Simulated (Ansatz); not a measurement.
**BaHfO3 (P4mm): ε∞ along x against volume**

The cell of BaHfO3 (P4mm) is scaled evenly and the response computed anew at each volume, on one mesh. The atoms keep their fractional positions. x, y and z are the Cartesian axes of the input cell.

Cell: a, b, c = 4.170, 4.170, 4.170 Å (primitive vectors), 5 atoms.

Method: Ansatz 0.2.0, PBEsol, independent particles, k-mesh 6×6×6 with interpolation inside its cells, Gaussian parameter 0.1 eV.

Launch of the response step: `ansatz run input.yaml --threads 4 --pin off --max-ram 8192MiB --backend cpu --events-out ev --progress --plain --runs-dir out`. The series took 13.1 min in all, on 4 threads of AMD EPYC (Zen 3), on a shared host.

| V/V₀ | V (Å³, primitive cell) | ε∞ along x |
| --- | --- | --- |
| 0.94 | 68.15 | 4.9846 |
| 0.96 | 69.60 | 4.9692 |
| 0.98 | 71.05 | ? |
| 1.00 | 72.50 | 4.9430 |
| 1.02 | 73.95 | 4.9335 |
| 1.04 | 75.40 | 4.9260 |
| 1.06 | 76.85 | 4.9196 |

For small changes the quantity should be close to linear in ln V.

Working, on the rows shown:

| x = ln(V/V₀) | y = ε∞ along x |
| --- | --- |
| -0.0618754 | 4.9846 |
| -0.040822 | 4.9692 |
| 0 | 4.943 |
| 0.0198026 | 4.9335 |
| 0.0392207 | 4.926 |
| 0.0582689 | 4.9196 |

Means: x̄ = 0.0024325, ȳ = 4.946. Σ(x − x̄)(y − ȳ) = -0.005905, Σ(x − x̄)² = 0.01079. Slope = -0.005905 / 0.01079 = -0.5476; intercept = ȳ − slope · x̄ = 4.9473. The line misses the rows shown by up to 0.0043, in a bent pattern, so a parabola y = c₀ + c₁x + c₂x² is fitted. The sums Σx = 0.01459485, Σx² = 0.010820675, Σx³ = -3.8985522e-05, Σx⁴ = 3.1482784e-05, Σy = 29.6759, Σxy = 0.066280423 and Σx²y = 0.0535802 in the three normal equations give c₀ = 4.9433, c₁ = -0.5342, c₂ = 2.209; the parabola misses the rows by at most 0.00041.

Problem. What does the fit predict for the withheld row, and how well does it do?

Solution. At x = -0.020203 the parabola gives y = 4.955. The run gave 4.9552, so the interpolation is off by 0.00021, 0.3 % of the range in the table.

Between the rows on either side of x = 0 the slope is (4.9335 − 4.9552) / (0.019803 − (-0.020203)) = -0.5424. So d ln ε∞/d ln V = -0.11 at V₀: ε∞ rises under slight compression. Excitons are left out and so are local fields; PBEsol gaps are as a rule too small. Spin-orbit coupling is left out.
